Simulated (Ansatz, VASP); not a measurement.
# Two plane-wave programs on Rb

```
CELL_PARAMETERS angstrom
5.08821 0.00000 0.00000
-2.54410 4.40652 0.00000
0.00000 0.00000 8.44206
ATOMIC_POSITIONS crystal
Rb 0.33333 0.66667 0.25000
Rb 0.66667 0.33333 0.75000
```

Alike in both runs: functional r2SCAN; k mesh 9 × 9 × 6; occupations gaussian, width 0.1 eV; no spin polarisation.

Ansatz relaxed the structure, and its values are those at the end. VASP's run is a single point on that final structure, the one shown.

|  | VASP | Ansatz |
| --- | --- | --- |
| version | VASP 6.6.1 | Ansatz 0.2.0 |
| potentials or method | VASP PAW PBE potentials, release 64 (Rb_sv) | scalar-relativistic, plane waves, PAW |
| plane-wave cutoff (eV) | 520 | 500 |
| valence electrons in the cell | 18 | 18 |

|  | VASP | Ansatz | Ansatz less VASP |
| --- | --- | --- | --- |
| gap on the k mesh at the Fermi level (eV) | none | none | - |
| pressure (GPa) | 0.0 | 0.0 | 0.00 |

A gap of «none» marks a metal or a gap that the smearing closes. The functional is the same, so the differences come from potentials, cutoffs and numerics.

Caveats: the PAW data sets were made with another functional, which shifts forces and pressure a little (VASP).
